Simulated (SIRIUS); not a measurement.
Ti:

```
Ti
1.0
     2.95000    0.00000    0.00000
    -1.47500    2.55477    0.00000
     0.00000    0.00000    4.68000
Ti
2
Direct
  0.66667 0.33333 0.75000
  0.33333 0.66667 0.25000
```

```yaml
Program: SIRIUS 7.10.0
Task: relaxation of cell and atoms
Functional: PBEsol
Dispersion: D3
Potentials_or_basis: PseudoDojo 0.4.1 PBE standard (scalar relativistic)
Cutoff: 1152 eV
Density_cutoff: 4606 eV
k_mesh: 4 × 4 × 3
Occupations: fermi-dirac, width 0.05 eV
Spin: no spin polarisation
```

At the start: pressure -9.1 GPa; volume 17.64 Å³/atom.

Problem. Where does the relaxation end?

Solution. Over 7 steps the energy falls by 57.1 meV/atom and the volume is 16.20 Å³/atom (-8.1 %); space group P6_3/mmc (No. 194, to 0.05 Å).

The path:
```tsv
step	energy change (eV)	largest force (eV/Å)	pressure (GPa)	volume (Å³)
1	0.0000	0.0000	-9.13	35.27
2	-0.0426	0.0000	-7.10	34.52
3	-0.1067	0.0000	1.50	32.00
4	-0.1089	0.0000	0.67	32.20
5	-0.1126	0.0000	-0.33	32.46
6	-0.1140	0.0000	-0.35	32.47
7	-0.1142	0.0000	-0.08	32.40
```

Final structure:
```
Ti
1.0
     2.91436    0.00000    0.00000
    -1.45718    2.52391    0.00000
     0.00000    0.00000    4.40511
Ti
2
Direct
  0.66667 0.33333 0.75000
  0.33333 0.66667 0.25000
```

Caveat: the k mesh is coarse (spacing up to 0.61 Å⁻¹), so the values aren't converged; the potentials were made for another functional, which shifts forces and pressure; pairwise dispersion overbinds metals, which lowers pressure and volume.
